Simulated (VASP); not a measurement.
# Ta3N (P-3m1) in VASP: a series of runs

The runs below take Ta3N through band structure, with LDA, PBE, PBEsol.

Program: VASP 6.6.1. These are calculated values, not measurements. Logs are shortened: lines on timing, memory, paths and dates and some standing lists are left out, and cuts for length are marked.

**1. Starting point**

It takes space group P-3m1 (No. 164, trigonal). The conventional cell has a = 3.032 Å, b = 3.032 Å, c = 7.524 Å, α = 90.00°, β = 90.00°, γ = 120.00°. Around Ta (site symmetry 3m) lie 3 N at 2.19 Å. Around Ta (site symmetry -3m) lie 12 Ta at 3.01 to 3.03 Å. Around N (site symmetry -3m) lie 6 Ta at 2.19 Å.

The cell comes from a database or a generator and needn't be the stable form of this composition.

**2. Band structure, LDA**

File POSCAR:

```
Ta3N
1.0
    3.0322239879      0.0000000000      0.0000000000
   -1.5161119940      2.6259830035      0.0000000000
    0.0000000000      0.0000000000      7.5241370000
Ta N
3 1
Direct
    0.6666666667      0.3333333333      0.8260700000
    0.3333333333      0.6666666667      0.1739300000
    0.0000000000      0.0000000000      0.5000000000
    0.0000000000      0.0000000000      0.0000000000
```

File INCAR.step1:

```
SYSTEM = Ta3N
PREC = Accurate ; ENCUT = 520
EDIFF = 1E-6 ; ISMEAR = -1
SIGMA = 0.05 ; LREAL = .False.
LASPH = .True. ; NELM = 100
ALGO = Fast ; ISIF = 2
LWAVE = .False. ; LCHARG = .True.
LMAXMIX = 4 ; NBANDS = 27
```

File KPOINTS.step1:

```
Automatic mesh
0
Gamma
  7 7 3
  0 0 0
```

File INCAR.step2:

```
SYSTEM = Ta3N
PREC = Accurate ; ENCUT = 520
EDIFF = 1E-6 ; ISMEAR = 0
SIGMA = 0.05 ; LREAL = .False.
LASPH = .True. ; NELM = 100
ALGO = Fast ; ISIF = 2
LWAVE = .False. ; LCHARG = .False.
LMAXMIX = 4 ; NBANDS = 27
ICHARG = 11
```

File KPOINTS.step2:

```
path GMKGALHA,LM,KH
20
line-mode
reciprocal
 0.0000000000  0.0000000000  0.0000000000  G
 0.5000000000  0.0000000000  0.0000000000  M

 0.5000000000  0.0000000000  0.0000000000  M
 0.3333333333  0.3333333333  0.0000000000  K

 0.3333333333  0.3333333333  0.0000000000  K
 0.0000000000  0.0000000000  0.0000000000  G

 0.0000000000  0.0000000000  0.0000000000  G
 0.0000000000  0.0000000000  0.5000000000  A

 0.0000000000  0.0000000000  0.5000000000  A
 0.5000000000  0.0000000000  0.5000000000  L

 0.5000000000  0.0000000000  0.5000000000  L
 0.3333333333  0.3333333333  0.5000000000  H

 0.3333333333  0.3333333333  0.5000000000  H
 0.0000000000  0.0000000000  0.5000000000  A

 0.5000000000  0.0000000000  0.5000000000  L
 0.5000000000  0.0000000000  0.0000000000  M

 0.3333333333  0.3333333333  0.0000000000  K
 0.3333333333  0.3333333333  0.5000000000  H
```

Potentials or basis: VASP PAW LDA potentials, release 64 (Ta_pv, N).

On the command line:

```console
$ cat potpaw_LDA.64/Ta_pv/POTCAR potpaw_LDA.64/N/POTCAR > POTCAR
$ cp INCAR.step1 INCAR
$ cp KPOINTS.step1 KPOINTS
$ mpirun -np 1 vasp_std > vasp.out
$ cp INCAR.step2 INCAR
$ cp KPOINTS.step2 KPOINTS
$ mpirun -np 1 vasp_std > vasp.out
```

OUTCAR:

```text
SYSTEM = Ta3N
   PREC = Accurate
   ENCUT = 520
   EDIFF = 1E-6
   ISMEAR = 0
   LREAL = .False.
   LASPH = .True.
   NELM = 100
   ISIF = 2
   ICHARG = 11

 ion  position               nearest neighbor table
   1  0.667  0.333  0.826-   4 2.19   4 2.19   4 2.19   3 3.01   3 3.01   3 3.01   2 3.15   2 3.15
                             2 3.15
   2  0.333  0.667  0.174-   4 2.19   4 2.19   4 2.19   3 3.01   3 3.01   3 3.01   1 3.15   1 3.15
                             1 3.15
   3  0.000  0.000  0.500-   1 3.01   2 3.01   1 3.01   2 3.01   1 3.01   2 3.01
   4  0.000  0.000  0.000-   1 2.19   2 2.19   1 2.19   2 2.19   1 2.19   2 2.19

  LATTYP: Found a hexagonal cell.
 ALAT       =     3.0322239879
 C/A-ratio  =     2.4813922158

  Lattice vectors:

 A1 = (   3.0322239879,   0.0000000000,   0.0000000000)
 A2 = (  -1.5161119940,   2.6259830035,   0.0000000000)
 A3 = (   0.0000000000,   0.0000000000,   7.5241370000)

Analysis of symmetry for initial positions (statically):
=====================================================================
 Subroutine PRICEL returns:
 Original cell was already a primitive cell.

 Routine SETGRP: Setting up the symmetry group for a
 hexagonal supercell.

 Subroutine GETGRP returns: Found 12 space group operations
 (whereof 12 operations were pure point group operations)
 out of a pool of 24 trial point group operations.

The static configuration has the point symmetry D_3d.

Analysis of symmetry for dynamics (positions and initial velocities):
=====================================================================
 Subroutine PRICEL returns:
 Original cell was already a primitive cell.

 Routine SETGRP: Setting up the symmetry group for a
 hexagonal supercell.

 Subroutine GETGRP returns: Found 12 space group operations
 (whereof 12 operations were pure point group operations)
 out of a pool of 24 trial point group operations.

The dynamic configuration has the point symmetry D_3d.

 Subroutine INISYM returns: Found 12 space group operations
 (whereof 12 operations are pure point group operations),
 and found     1 'primitive' translations

----------------------------------------------------------------------------------------

                                     Primitive cell

  volume of cell :      59.9115

  direct lattice vectors                    reciprocal lattice vectors
     3.032223988  0.000000000  0.000000000     0.329790940  0.190404888  0.000000000
    -1.516111994  2.625983004  0.000000000     0.000000000  0.380809776  0.000000000
     0.000000000  0.000000000  7.524137000     0.000000000  0.000000000  0.132905608
[... 85 lines left out ...]
   IBRION =     -1    ionic relax: 0-MD 1-quasi-New 2-CG
   NFREE  =      0    steps in history (QN), initial steepest desc. (CG)
   ISIF   =      2    stress and relaxation
   ISYM   =      2    0-nonsym 1-usesym 2-fastsym
   POTIM  = 0.5000    time-step for ionic-motion
   TEBEG  =    0.0;   TEEND  =   0.0 temperature during run
   PSTRESS=    0.0 pullay stress
   NELECT =      38.0000    total number of electrons
   NUPDOWN=      -1.0000    fix difference up-down
   EMIN   =  10.00;   EMAX   =-10.00  energy-range for DOS
   EFERMI =   0.00;   METHOD = LEGACY
   ISMEAR =     0;   SIGMA  =   0.05  broadening in eV -4-tet -1-fermi 0-gaus
   EFERMI_NEDOS =   21; number of points for ismear=-14 and -15
   IALGO  =     68    algorithm
   IMIX   =      4    mixing-type and parameters
     AMIX     =   0.40;   BMIX     =  1.00
     AMIX_MAG =   1.60;   BMIX_MAG =  1.00
  volume/ion in A,a.u.               =      14.98       101.08
  Fermi-wavevector in a.u.,A,eV,Ry     =   1.406585  2.658061 26.918884  1.978482
  Thomas-Fermi vector in A             =   2.528931
   LORBIT       =      0    0 simple, 1 ext, 2 COOP (PROOUT), +10 PAW based schemes
   GGA     = CA    functional components
   LHFCALC =     F    Hartree Fock is set to
   AEXX    =    0.0000 exact exchange contribution
   IVDW    =     0    specifies the selected vdW correction
   LEPSILON=     F    determine dielectric tensor
   LRPA    =     F    only Hartree local field effects (RPA)
 non-spin polarized calculation
 RMM-DIIS sequential band-by-band and
 Gauss-broadening in eV      SIGMA  =   0.05
  energy-cutoff  :      520.00
  volume of cell :       59.91
 maximum number of plane-waves:      1642
 NGX is ok and might be reduce to    24

 number of electron      38.0000002 magnetization

 Free energy of the ion-electron system (eV)
  ---------------------------------------------------
  ext. energy  EPLUGINS =         0.00000000
  ---------------------------------------------------
  free energy    TOTEN  =       -48.87106047 eV

  energy without entropy =      -48.86793224  energy(sigma->0) =      -48.86949636

 E-fermi :   6.6717     XC(G=0): -12.8818

 val. band max:        6.6704067250   @ k =   0.1316   0.0000   0.5000
 cond. band min:       6.6742419042   @ k =   0.1053   0.1053   0.0000
 fundamental gap:      0.0038351792
 Fermi energy:         6.6716821659

 k-point     1 :       0.0000    0.0000    0.0000
  band No.  band energies     occupation
      1     -28.4892      2.00000
      2     -28.1937      2.00000
      3     -27.8595      2.00000
      4     -27.8595      2.00000
      5     -27.8298      2.00000
      6     -27.8298      2.00000
[... 709 lines left out ...]
     26      11.4981      0.00000
     27      11.8535      0.00000

 [... further k-points ...]

------------------------ aborting loop because EDIFF is reached ----------------------------------------

  FORCE on cell =-STRESS in cart. coord.  units (eV):
  Direction    XX          YY          ZZ          XY          YZ          ZX
  --------------------------------------------------------------------------------------
  -------------------------------------------------------------------------------------
  Total       -2.8583903     -2.8583903     -0.3479200      0.0000000      0.0000000     -0.0000000
  in kB      -76.4402729    -76.4402729     -9.3042232      0.0000000      0.0000000     -0.0000000
  external PRESSURE =     -54.0615897 kB  Pullay stress =       0.0000000 kB

 VOLUME and BASIS-vectors are now :
 -----------------------------------------------------------------------------
  energy-cutoff  :      520.00
  volume of cell :       59.91
      direct lattice vectors                 reciprocal lattice vectors
     3.032223988  0.000000000  0.000000000     0.329790940  0.190404888  0.000000000
    -1.516111994  2.625983004  0.000000000     0.000000000  0.380809776  0.000000000
     0.000000000  0.000000000  7.524137000     0.000000000  0.000000000  0.132905608

 POSITION                                       TOTAL-FORCE (eV/Angst)
 -----------------------------------------------------------------------------------
      1.51611      0.87533      6.21546         0.000000     -0.000000      0.852262
     -0.00000      1.75066      1.30867        -0.000000      0.000000     -0.852262
      0.00000      0.00000      3.76207        -0.000000      0.000000      0.000000
      0.00000      0.00000      0.00000        -0.000000      0.000000      0.000000
 -----------------------------------------------------------------------------------
    total drift:                                0.000000      0.000000      0.000000

  FREE ENERGIE OF THE ION-ELECTRON SYSTEM (eV)
  ---------------------------------------------------
  free  energy   TOTEN  =       -48.8710604739 eV

  energy  without entropy=      -48.8679322388  energy(sigma->0) =      -48.86949636
```

It took 3.5 min on 1 thread of Intel Xeon Platinum 8375C at 2.90GHz (Ice Lake), shared host; peak memory 0.32 GiB.

Results:

```yaml
Band_gap_along_the_path: none (metal or under the smearing width)
```

Levels at the corners of the path, in eV from the Fermi level:
```csv
point,band 17,band 18,band 19,band 20,band 21,band 22
Γ,-0.53,-0.53,-0.35,0.22,0.22,0.92
M,-1.10,-0.51,0.18,0.63,0.93,3.43
M,-1.10,-0.51,0.18,0.63,0.93,3.43
K,-1.38,-1.38,-0.52,0.49,0.49,3.16
K,-1.38,-1.38,-0.52,0.49,0.49,3.16
Γ,-0.53,-0.53,-0.35,0.22,0.22,0.92
Γ,-0.53,-0.53,-0.35,0.22,0.22,0.92
A,-1.13,-0.32,-0.32,0.50,0.50,1.19
A,-1.13,-0.32,-0.32,0.50,0.50,1.19
L,-1.25,-1.24,0.20,0.93,1.20,2.34
L,-1.25,-1.24,0.20,0.93,1.20,2.34
H,-1.41,-1.40,-1.40,0.40,0.40,2.98
H,-1.41,-1.40,-1.40,0.40,0.40,2.98
A,-1.13,-0.32,-0.32,0.50,0.50,1.19
L,-1.25,-1.24,0.20,0.93,1.20,2.34
M,-1.10,-0.51,0.18,0.63,0.93,3.43
K,-1.38,-1.38,-0.52,0.49,0.49,3.16
H,-1.41,-1.40,-1.40,0.40,0.40,2.98
```

Caveat: the log is that of the step along the path at fixed density, whose energy, stress, charges and moments have no meaning; spin-orbit coupling is left out, which moves the levels of the heavy elements.

**3. Band structure, PBE**

POSCAR is that of step 2.

INCAR.step1, as its differences from that of step 2:

```diff
@@ -7,2 +7,3 @@
 LWAVE = .False. ; LCHARG = .True.
-LMAXMIX = 4 ; NBANDS = 27
+LMAXMIX = 4 ; GGA = PE
+NBANDS = 27
```

KPOINTS.step1 is that of step 2.

INCAR.step2, as its differences from that of step 2:

```diff
@@ -7,3 +7,3 @@
 LWAVE = .False. ; LCHARG = .False.
-LMAXMIX = 4 ; NBANDS = 27
-ICHARG = 11
+LMAXMIX = 4 ; GGA = PE
+NBANDS = 27 ; ICHARG = 11
```

KPOINTS.step2 is that of step 2.

Potentials or basis: VASP PAW PBE potentials, release 64 (Ta_pv, N).

On the command line:

```console
$ cat potpaw_PBE.64/Ta_pv/POTCAR potpaw_PBE.64/N/POTCAR > POTCAR
$ cp INCAR.step1 INCAR
$ cp KPOINTS.step1 KPOINTS
$ mpirun -np 1 vasp_std > vasp.out
$ cp INCAR.step2 INCAR
$ cp KPOINTS.step2 KPOINTS
$ mpirun -np 1 vasp_std > vasp.out
```

Wall time 3.6 min (1 thread of Intel Xeon Platinum 8375C at 2.90GHz (Ice Lake), shared host); peak memory 0.34 GiB.

Results (log left out):

```
Band gap along the path : none (metal or under the smearing width)
```

Levels at the corners of the path, in eV from the Fermi level:
```
point  band 16  band 17  band 18  band 19  band 20  band 21  band 22  band 23
    Γ    -1.42    -0.49    -0.49    -0.32     0.26     0.26     0.91     1.82
    M    -3.13    -1.21    -0.52     0.15     0.67     0.85     3.45     3.99
    M    -3.13    -1.21    -0.52     0.15     0.67     0.85     3.45     3.99
    K    -2.42    -1.42    -1.42    -0.55     0.49     0.49     3.19     3.19
    K    -2.42    -1.42    -1.42    -0.55     0.49     0.49     3.19     3.19
    Γ    -1.42    -0.49    -0.49    -0.32     0.26     0.26     0.91     1.82
    Γ    -1.42    -0.49    -0.49    -0.32     0.26     0.26     0.91     1.82
    A    -1.26    -1.15    -0.28    -0.28     0.53     0.53     1.19     1.25
    A    -1.26    -1.15    -0.28    -0.28     0.53     0.53     1.19     1.25
    L    -2.92    -1.36    -1.27     0.13     0.92     1.23     2.38     4.36
    L    -2.92    -1.36    -1.27     0.13     0.92     1.23     2.38     4.36
    H    -2.43    -1.46    -1.46    -1.44     0.40     0.40     3.00     3.00
    H    -2.43    -1.46    -1.46    -1.44     0.40     0.40     3.00     3.00
    A    -1.26    -1.15    -0.28    -0.28     0.53     0.53     1.19     1.25
    L    -2.92    -1.36    -1.27     0.13     0.92     1.23     2.38     4.36
    M    -3.13    -1.21    -0.52     0.15     0.67     0.85     3.45     3.99
    K    -2.42    -1.42    -1.42    -0.55     0.49     0.49     3.19     3.19
    H    -2.43    -1.46    -1.46    -1.44     0.40     0.40     3.00     3.00
```

Caveat: the log is that of the step along the path at fixed density, whose energy, stress, charges and moments have no meaning; spin-orbit coupling is left out, which moves the levels of the heavy elements.

**4. Band structure, PBEsol**

POSCAR is that of step 3.

INCAR.step1, as its differences from that of step 3:

```diff
@@ -7,3 +7,3 @@
 LWAVE = .False. ; LCHARG = .True.
-LMAXMIX = 4 ; GGA = PE
+LMAXMIX = 4 ; GGA = PS
 NBANDS = 27
```

KPOINTS.step1 is that of step 3.

INCAR.step2, as its differences from that of step 3:

```diff
@@ -7,3 +7,3 @@
 LWAVE = .False. ; LCHARG = .False.
-LMAXMIX = 4 ; GGA = PE
+LMAXMIX = 4 ; GGA = PS
 NBANDS = 27 ; ICHARG = 11
```

KPOINTS.step2 is that of step 3.

Potentials or basis: VASP PAW PBE potentials, release 64 (Ta_pv, N).

On the command line:

```console
$ cat potpaw_PBE.64/Ta_pv/POTCAR potpaw_PBE.64/N/POTCAR > POTCAR
$ cp INCAR.step1 INCAR
$ cp KPOINTS.step1 KPOINTS
$ mpirun -np 1 vasp_std > vasp.out
$ cp INCAR.step2 INCAR
$ cp KPOINTS.step2 KPOINTS
$ mpirun -np 1 vasp_std > vasp.out
```

OUTCAR:

```text
SYSTEM = Ta3N
   PREC = Accurate
   ENCUT = 520
   EDIFF = 1E-6
   ISMEAR = 0
   LREAL = .False.
   LASPH = .True.
   NELM = 100
   ISIF = 2
   GGA = PS
   ICHARG = 11

 ion  position               nearest neighbor table
   1  0.667  0.333  0.826-   4 2.19   4 2.19   4 2.19   3 3.01   3 3.01   3 3.01   2 3.15   2 3.15
                             2 3.15
   2  0.333  0.667  0.174-   4 2.19   4 2.19   4 2.19   3 3.01   3 3.01   3 3.01   1 3.15   1 3.15
                             1 3.15
   3  0.000  0.000  0.500-   1 3.01   2 3.01   1 3.01   2 3.01   1 3.01   2 3.01
   4  0.000  0.000  0.000-   1 2.19   2 2.19   1 2.19   2 2.19   1 2.19   2 2.19
[... 918 lines left out ...]
  -------------------------------------------------------------------------------------
  Total       -1.0960009     -1.0960009      1.1711386      0.0000000      0.0000000      0.0000000
  in kB      -29.3097162    -29.3097162     31.3190786      0.0000000      0.0000000      0.0000000
  external PRESSURE =      -9.1001179 kB  Pullay stress =       0.0000000 kB

 VOLUME and BASIS-vectors are now :
 -----------------------------------------------------------------------------
  energy-cutoff  :      520.00
  volume of cell :       59.91
      direct lattice vectors                 reciprocal lattice vectors
     3.032223988  0.000000000  0.000000000     0.329790940  0.190404888  0.000000000
    -1.516111994  2.625983004  0.000000000     0.000000000  0.380809776  0.000000000
     0.000000000  0.000000000  7.524137000     0.000000000  0.000000000  0.132905608

 POSITION                                       TOTAL-FORCE (eV/Angst)
 -----------------------------------------------------------------------------------
      1.51611      0.87533      6.21546        -0.000000      0.000000      0.753710
     -0.00000      1.75066      1.30867         0.000000      0.000000     -0.753710
      0.00000      0.00000      3.76207        -0.000000      0.000000     -0.000000
      0.00000      0.00000      0.00000        -0.000000      0.000000     -0.000000
 -----------------------------------------------------------------------------------
    total drift:                                0.000000      0.000000      0.000000

  FREE ENERGIE OF THE ION-ELECTRON SYSTEM (eV)
  ---------------------------------------------------
  free  energy   TOTEN  =       -47.5276056222 eV

  energy  without entropy=      -47.5246255984  energy(sigma->0) =      -47.52611561
```

OUTCAR.step1:

```text
SYSTEM = Ta3N
   PREC = Accurate
   ENCUT = 520
   EDIFF = 1E-6
   ISMEAR = -1
   LREAL = .False.
   LASPH = .True.
[... 826 lines left out ...]
     -0.00000      1.75066      1.30867         0.000000     -0.000000     -0.498710
      0.00000      0.00000      3.76207        -0.000000      0.000000     -0.000000
      0.00000      0.00000      0.00000        -0.000000      0.000000     -0.000000
 -----------------------------------------------------------------------------------
    total drift:                                0.000000     -0.000000      0.000000

  FREE ENERGIE OF THE ION-ELECTRON SYSTEM (eV)
  ---------------------------------------------------
  free  energy   TOTEN  =       -48.3990608008 eV

  energy  without entropy=      -48.3703128215  energy(sigma->0) =      -48.38468681
```

Run time: 3.7 min. Hardware: 1 thread of Intel Xeon Platinum 8375C at 2.90GHz (Ice Lake), shared host; peak memory 0.34 GiB.

What came out:

```yaml
Band_gap_along_the_path: none (metal or under the smearing width)
```

Levels at the corners of the path, in eV from the Fermi level:
| point | band 15 | band 16 | band 17 | band 18 | band 19 | band 20 | band 21 | band 22 | band 23 | band 24 |
| --- | --- | --- | --- | --- | --- | --- | --- | --- | --- | --- |
| Γ | -3.57 | -1.39 | -0.51 | -0.51 | -0.33 | 0.25 | 0.25 | 0.93 | 1.83 | 1.83 |
| M | -3.78 | -3.13 | -1.18 | -0.52 | 0.17 | 0.66 | 0.87 | 3.46 | 3.99 | 4.33 |
| M | -3.78 | -3.13 | -1.18 | -0.52 | 0.17 | 0.66 | 0.87 | 3.46 | 3.99 | 4.33 |
| K | -2.41 | -2.41 | -1.41 | -1.41 | -0.54 | 0.49 | 0.49 | 3.18 | 3.18 | 3.56 |
| K | -2.41 | -2.41 | -1.41 | -1.41 | -0.54 | 0.49 | 0.49 | 3.18 | 3.18 | 3.56 |
| Γ | -3.57 | -1.39 | -0.51 | -0.51 | -0.33 | 0.25 | 0.25 | 0.93 | 1.83 | 1.83 |
| Γ | -3.57 | -1.39 | -0.51 | -0.51 | -0.33 | 0.25 | 0.25 | 0.93 | 1.83 | 1.83 |
| A | -3.76 | -1.25 | -1.15 | -0.30 | -0.30 | 0.53 | 0.53 | 1.21 | 1.25 | 1.25 |
| A | -3.76 | -1.25 | -1.15 | -0.30 | -0.30 | 0.53 | 0.53 | 1.21 | 1.25 | 1.25 |
| L | -3.70 | -2.91 | -1.33 | -1.26 | 0.14 | 0.93 | 1.23 | 2.37 | 4.36 | 4.43 |
| L | -3.70 | -2.91 | -1.33 | -1.26 | 0.14 | 0.93 | 1.23 | 2.37 | 4.36 | 4.43 |
| H | -2.52 | -2.43 | -1.44 | -1.44 | -1.43 | 0.40 | 0.40 | 3.00 | 3.00 | 4.59 |
| H | -2.52 | -2.43 | -1.44 | -1.44 | -1.43 | 0.40 | 0.40 | 3.00 | 3.00 | 4.59 |
| A | -3.76 | -1.25 | -1.15 | -0.30 | -0.30 | 0.53 | 0.53 | 1.21 | 1.25 | 1.25 |
| L | -3.70 | -2.91 | -1.33 | -1.26 | 0.14 | 0.93 | 1.23 | 2.37 | 4.36 | 4.43 |
| M | -3.78 | -3.13 | -1.18 | -0.52 | 0.17 | 0.66 | 0.87 | 3.46 | 3.99 | 4.33 |
| K | -2.41 | -2.41 | -1.41 | -1.41 | -0.54 | 0.49 | 0.49 | 3.18 | 3.18 | 3.56 |
| H | -2.52 | -2.43 | -1.44 | -1.44 | -1.43 | 0.40 | 0.40 | 3.00 | 3.00 | 4.59 |

Caveat: the log is that of the step along the path at fixed density, whose energy, stress, charges and moments have no meaning; the PAW data sets were made with another functional, which shifts forces and pressure a little; spin-orbit coupling is left out, which moves the levels of the heavy elements.

**5. For comparison**

An earlier run on the cell as given: functional PBE; potentials or basis VASP PAW PBE potentials, release 64 (Ta_pv, N); cutoff 520 eV; k mesh 10 × 10 × 4; occupations fermi-dirac, width 0.05 eV; no spin polarisation.

* Pressure: -0.4 GPa
* Largest force: 0.084 eV/Å
* Band gap on the k mesh: none (metal or under the smearing width)
